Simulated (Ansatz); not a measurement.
# AlRu: the cost of one run

Computed with Ansatz 0.2.0 (DFT PBE, scalar-relativistic, plane waves, PAW, unless a step's input says otherwise).

3 further runs of the same task are left out: 3 set aside as unsound or not needed. Runs told in other sessions of the task aren't counted.

### Step 1. Starting point

The structure is cubic, space group Pm-3m (No. 221). Conventional cell: a = 3.004 Å, b = 3.004 Å, c = 3.004 Å, α = 90.00°, β = 90.00°, γ = 90.00°. Al (site symmetry m-3m) has 8 Ru at 2.60 Å in its first shell of neighbours. Ru (site symmetry m-3m) has 8 Al at 2.60 Å in its first shell of neighbours.

As a file:

```cif
data_structure
_symmetry_space_group_name_H-M 'Pm-3m'
_symmetry_Int_Tables_number 221
_cell_length_a 3.0039
_cell_length_b 3.0039
_cell_length_c 3.0039
_cell_angle_alpha 90.000
_cell_angle_beta 90.000
_cell_angle_gamma 90.000
_cell_volume 27.11
loop_
_atom_site_label
_atom_site_type_symbol
_atom_site_symmetry_multiplicity
_atom_site_Wyckoff_symbol
_atom_site_fract_x
_atom_site_fract_y
_atom_site_fract_z
_atom_site_occupancy
Al1 Al 1 a 0.00000 0.00000 0.00000 1
Ru1 Ru 1 b 0.50000 0.50000 0.50000 1
```

This cell was relaxed beforehand with the same method: volume 13.55 Å³/atom, gap on the mesh none (metal).

### Step 2. The scan

The energy is mapped over two normal modes frozen in (zone-centre modes of the cell shown, which folds in the wave vector (0, 0, 1/2) of the primitive cell).

The axes are (1) amplitude of mode 4 (156 cm⁻¹), largest displacement: 11 values from −0.081 Å; (2) amplitude of mode 12 (329 cm⁻¹), largest displacement: 11 values from −0.075 Å.

Nothing else is relaxed (the cell and all other modes fixed). Energies count from the relaxed high-symmetry cell. Points are written as (first, second).

The modes come from a phonon run on the reference cell, made beforehand.

Displacement patterns for an amplitude of 1 (Å):

```tsv
atom	x1	y1	z1	x2	y2	z2
Al1	0.000	0.000	0.000	0.000	0.000	1.000
Al2	0.000	0.000	0.000	0.000	0.000	-1.000
Ru3	1.000	0.000	0.000	0.000	0.000	0.000
Ru4	-1.000	0.000	0.000	0.000	0.000	0.000
```

### Step 3. Point (−0.016 Å, −0.075 Å)

input.yaml reads:

```yaml
crystal:
  lattice:
    - [3.0038895946, 0.0, 0.0]
    - [0.0, 3.0038895946, 0.0]
    - [0.0, 0.0, 6.0077791893]
  atoms:
    - { symbol: Al, position: [0.0, 0.0, -0.0124838143] }
    - { symbol: Al, position: [0.0, 0.0, 0.5124838143] }
    - { symbol: Ru, position: [0.4946069922, 0.5, 0.25] }
    - { symbol: Ru, position: [0.5053930078, 0.5, 0.75] }
basis:
  ecutwfc: 420
kpoints:
  mp_grid: { grid: [14, 14, 8] }
hamiltonian:
  xc: pbe
  pseudopotentials: { kind: paw, azcp: { folder: soft_1 } }
scf:
  occupations: { method: gaussian, width: 0.15 }
output:
  forces: true
  stress: true
  eigenvalues: true
```

The run is started by

```
$ ansatz run input.yaml --threads 2 --pin off --max-ram 4096MiB --backend cpu --events-out ev --progress --plain --runs-dir out
```

**Question.** How long does this run take on 2 threads of AMD EPYC 9R45 (Zen 5), shared host, and how much memory does it need?

About 7.4 s, with a peak of 0.65 GiB.
